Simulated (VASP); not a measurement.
**AgCl (Chlorargyrite): single point with PBE**

**The experiment to reproduce.**

A printed reference work, data compilation reports, for a bulk crystal of AgCl: band gap 3.249 eV (indirect).

AgCl (Chlorargyrite):

```xyz
2
Lattice="0.0000 2.7531 2.7531 2.7531 0.0000 2.7531 2.7531 2.7531 0.0000" Properties=species:S:1:pos:R:3 pbc="T T T"
Ag    0.0000    0.0000    0.0000
Cl    2.7531    2.7531    2.7531
```

- Program: VASP 6.6.1
- Task: single point
- Functional: PBE
- Potentials or basis: VASP PAW PBE potentials, release 64 (Ag, Cl)
- Cutoff: 520 eV
- k mesh: 7 × 7 × 7
- Occupations: fermi-dirac, width 0.05 eV
- Spin: no spin polarisation

```yaml
Pressure: 2.6 GPa
Band_gap_on_the_k_mesh: 0.98 eV, indirect (least direct gap 3.31 eV)
```

Levels at points of the mesh, in eV from the valence-band top:
```csv
k point,band 7,band 8,band 9,band 10,band 11,band 12
"(0.00, 0.00, 0.00)",-2.33,-2.33,-2.33,0.98,10.92,10.92
```

It took 12 s on 1 thread of Intel(R) Xeon(R) Platinum 8375C CPU @ 2.90GHz (Ice Lake), with other jobs on the host, peak memory 0.17 GiB.

A measured gap of AgCl is 3.249 eV (indirect; a printed reference work, data compilation); the calculated 0.98 eV misses it by -2.27 eV. So large a miss can be the level of theory's own, or it may mean another phase, state or a wrong row. Spin-orbit coupling on Ag is left out. The value is that of PBE on a finite k mesh, which can miss the band edges, without temperature or zero-point motion. Semilocal functionals fall short of measured gaps as a rule.
